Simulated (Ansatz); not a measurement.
Crystal: CuO.

```
Cu O
1.0
     0.00000    2.11656    2.11656
     2.11656    0.00000    2.11656
     2.11656    2.11656    0.00000
Cu O
1 1
Direct
  0.02950 0.02810 0.90803
  0.47050 0.47190 0.59197
```

The cell comes from a database or a generator and needn't be the stable form of this composition.

Program: Ansatz 0.2.0. Alike in all runs: task band structure; no spin polarisation; cell as given; k mesh 11 × 11 × 11; smearing fermi-dirac 0.05 eV.

Question: Order these runs on this cell by their pressure, lowest first.
A. level BLYP; potentials or basis Ansatz PAW; cutoff (eV) 420
B. level PBEsol; potentials or basis Ansatz PAW; cutoff (eV) 420
C. level LDA+U; potentials or basis Ansatz PAW; U Cu d U = 4.5 eV; cutoff (eV) 420; hubbard projectors ortho-atomic (the default); double counting fll (the default)
D. level PBE; potentials or basis PseudoDojo standard (PBE files); cutoff (eV) 1252

Answer: C (3.8 GPa), B (9.1 GPa), D (18.3 GPa), A (26.0 GPa).

Caveats: an odd number of electrons without spin polarisation forces a metal; a magnetic or distorted state may lie lower; the run has no spin polarisation, though such a crystal can be magnetic; the PAW data sets come from PBE, with cores solved anew for the run's functional, which leaves a small shift of forces and pressure (some runs); so large a pressure means that the cell lies far from this level's equilibrium, or that cutoff or potentials fall short (some runs); U without spin polarisation on a metal has little footing (some runs).
